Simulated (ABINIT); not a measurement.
## InP: electronic dielectric constant by level of theory

**What was measured.** The electronic dielectric constant of InP (F-43m) is reported as 9.61 at 300 K (a printed reference work). The runs below try to reproduce it.

```yaml
crystal:
  lattice:
    - [0.00000, 2.93050, 2.93050]
    - [2.93050, 0.00000, 2.93050]
    - [2.93050, 2.93050, 0.00000]
  atoms:
    - { symbol: In, position: [0.00000, 0.00000, 0.00000] }
    - { symbol: P, position: [0.75000, 0.75000, 0.75000] }
```

| rung | level | program and potentials | cutoff (eV) | k mesh | smearing | core time | chip | electronic dielectric constant | miss | notes |
| --- | --- | --- | --- | --- | --- | --- | --- | --- | --- | --- |
| LDA | LDA | ABINIT, PseudoDojo NC SR LDA v0.4.1 standard | 844 | 4 × 4 × 4, 4 shifts | fixed | 9.1 min | Arm Neoverse V2 | 12.60 | +31.1 % | 9 valence electrons an atom on average |
| GGA | PBEsol | ABINIT, PseudoDojo NC SR PBEsol v0.4.1 standard | 844 | 4 × 4 × 4, 4 shifts | fixed | 14 min | Intel Xeon | 12.03 | +25.2 % | 9 valence electrons an atom on average |
| GGA | PBE | ABINIT, PseudoDojo NC SR PBE v0.4 stringent | 1007 | 4 × 4 × 4, 4 shifts | fixed | 17 min | Arm Neoverse V1 | 11.44 | +19.0 % | 13 valence electrons an atom on average |
| GGA | PBE | ABINIT, PseudoDojo NC SR PBE v0.4.1 standard | 952 | 4 × 4 × 4, 4 shifts | fixed | 17 min | Arm Neoverse V1 | 11.47 | +19.4 % | 9 valence electrons an atom on average |
| GGA | PBEsol | ABINIT, PseudoDojo NC SR PBEsol v0.4 stringent | 1007 | 4 × 4 × 4, 4 shifts | fixed | 18 min | Arm Neoverse V1 | 12.00 | +24.9 % | 13 valence electrons an atom on average |

Times are single runs on shared hosts and different chips, so they are rough; meshes, cutoffs and the tasks' sizes weigh on the time. Task: dielectric tensor. All rows: no spin polarisation. Smearing widths are in eV. The cell comes from a database and isn't always the measured one. All levels ran on this one cell, unrelaxed unless noted. Meshes are those of the run's cell of 2 atoms unless a note names another. Misses use the values as printed. Runs on faulty files, with rough fits or with known faults for this quantity aren't shown. No row holds spin-orbit coupling.

By rung: LDA 12.60; GGA 11.44 to 12.03. Measured: 9.61 at 300 K (a printed reference work). Closest is PBE with ABINIT, PseudoDojo NC SR PBE v0.4 stringent (+19.0 %). The runs are for a static lattice, while measurements hold temperature and zero-point motion.
